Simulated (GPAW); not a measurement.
A run of GPAW 26.7.0 is set up as follows.

File run.py:

```python
from ase import Atoms
from ase.calculators.mixing import SumCalculator
from ase.filters import FrechetCellFilter
from ase.io import write
from ase.optimize import FIRE
from dftd4.ase import DFTD4
from gpaw import GPAW, PW, setup_paths

setup_paths.insert(0, '.')

atoms = Atoms(['Br', 'K'],
              cell=[[0.0, 3.3, 3.3],
                    [3.3, 0.0, 3.3],
                    [3.3, 3.3, 0.0]],
              scaled_positions=[[0.5, 0.5, 0.5],
                                [0.0, 0.0, 0.0]],
              pbc=True)

calc = GPAW(mode=PW(600),
            xc='PBEsol',
            kpts={'size': (7, 7, 7), 'gamma': True},
            occupations={'name': 'fermi-dirac', 'width': 0.05},
            nbands=16,
            convergence={'density': 1e-05, 'forces': 0.0001},
            maxiter=150,
            txt='gpaw.txt')
atoms.calc = SumCalculator([calc, DFTD4(method='pbesol')])
opt = FIRE(FrechetCellFilter(atoms), trajectory='relax.traj', logfile='-')
done = opt.run(fmax=0.05, steps=60)
calc.write('gs.gpw')
write('result.traj', atoms)
print('Converged:', done)
print('Cell:', atoms.cell.cellpar().round(4))
print('Volume:', round(atoms.get_volume(), 4))
print(atoms.get_scaled_positions().round(5))
```

Potentials or basis: PAW data sets generated in the run's folder for this functional, pw.

Run with:

```sh
$ gpaw-setup -f PBEsol Br K
$ OMP_NUM_THREADS=1 python run.py
```

Q: Predict the space group after relaxing (to 0.05 Å).

A: Fm-3m (No. 225).

Q: Predict the band gap on the k mesh.

A: 4.39 eV, direct.

Q: What does it give for the relaxed volume?

A: 34.46 Å³/atom.

Q: Predict the relaxed cell.

A: a = 4.602 Å, b = 4.602 Å, c = 4.602 Å, α = 60.00°, β = 60.00°, γ = 60.00°.

Final structure:
```cif
data_structure
_symmetry_space_group_name_H-M 'P 1'
_symmetry_Int_Tables_number 1
_cell_length_a 4.6022
_cell_length_b 4.6022
_cell_length_c 4.6022
_cell_angle_alpha 60.000
_cell_angle_beta 60.000
_cell_angle_gamma 60.000
_cell_volume 68.93
loop_
_atom_site_label
_atom_site_type_symbol
_atom_site_fract_x
_atom_site_fract_y
_atom_site_fract_z
_atom_site_occupancy
Br1 Br 0.50000 0.50000 0.50000 1
K1 K 0.00000 0.00000 0.00000 1
```

Caveat: later steps reuse the first step's grids. As with any semilocal functional, this PBEsol gap is likely too small.
